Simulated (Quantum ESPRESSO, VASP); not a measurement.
Given: the input of a run of Quantum ESPRESSO 7.5 on TiSi2. Atoms were shifted at random by some hundredths of an Å from the given cell, which wasn't relaxed again for these runs. The cell comes from a database or a generator and needn't be the stable form of this composition.

File pw.in:

```
&CONTROL
  calculation = 'scf'
  prefix = 'pwscf'
  outdir = './tmp'
  pseudo_dir = './pseudo'
  tprnfor = .true.
  tstress = .true.
  disk_io = 'nowf'
/
&SYSTEM
  ibrav = 0
  nat = 3
  ntyp = 2
  ecutwfc = 55
  ecutrho = 440
  nbnd = 16
  occupations = 'smearing'
  smearing = 'fd'
  degauss = 0.00367493
/
&ELECTRONS
  conv_thr = 6d-10
  electron_maxstep = 120
  mixing_beta = 0.5
/
ATOMIC_SPECIES
Ti    47.8670 ti_pbe_v1.4.uspp.F.UPF
Si    28.0850 Si.pbe-n-rrkjus_psl.1.0.0.UPF
CELL_PARAMETERS angstrom
   4.3746400000    0.0000000000    0.0000000000
  -2.1873200000    3.7885500000    0.0000000000
   0.0000000000    0.0000000000    2.5610100000
ATOMIC_POSITIONS crystal
Ti    -0.0001870000   -0.0028890000    0.0167320000
Si     0.3359510000    0.6782800000    0.4893240000
Si     0.6643630000    0.3316790000    0.4994970000
K_POINTS automatic
7 7 10 0 0 0
```

Potentials or basis: SSSP 1.3 efficiency PBE.

Run with:

```console
$ OMP_NUM_THREADS=1 pw.x -in pw.in > pw.out
```

Problem. Set up the same calculation for VASP 6.6.1. Potentials or basis there: PBE PAW files Si, Ti_sv, 520 eV.

Solution. As run (cutoffs and basis follow the program's own potentials, and thresholds, step limits or extra output files can differ):

The input INCAR:

```
SYSTEM = TiSi2
ALGO     = Normal         ! electronic algorithm
EDIFF    = 1E-7           ! SCF threshold, eV
ENCUT    = 520            ! plane-wave cutoff, eV
GGA      = PE             ! functional
ISIF     = 2              ! what is computed and relaxed
ISMEAR   = -1             ! smearing method
LASPH    = .TRUE.         ! aspherical terms in the spheres
LCHARG   = .FALSE.        ! write CHGCAR
LREAL    = .FALSE.        ! projectors in reciprocal space
LWAVE    = .FALSE.        ! write WAVECAR
NBANDS   = 17             ! bands
NELM     = 80             ! most SCF steps
PREC     = Accurate       ! precision mode
SIGMA    = 0.05           ! smearing width, eV
```

The input KPOINTS:

```
k-points
0
G
  7 7 10
  0 0 0
```

File POSCAR:

```
TiSi2
1.0
    4.3746400000      0.0000000000      0.0000000000
   -2.1873200000      3.7885500000      0.0000000000
    0.0000000000      0.0000000000      2.5610100000
Ti Si
1 2
Direct
   -0.0001870000     -0.0028890000      0.0167320000
    0.3359510000      0.6782800000      0.4893240000
    0.6643630000      0.3316790000      0.4994970000
```

Potentials or basis: VASP PAW PBE potentials, release 64 (Ti_sv, Si).

Launch:

```bash
$ cat potpaw_PBE.64/Ti_sv/POTCAR potpaw_PBE.64/Si/POTCAR > POTCAR
$ mpirun -np 1 vasp_std > vasp.out
```

Both were run:

|  | Quantum ESPRESSO | VASP |
| --- | --- | --- |
| Pressure | 0.2 GPa | 0.1 GPa |
| Largest force | 0.380 eV/Å | 0.379 eV/Å |

Pressure is positive in compression.
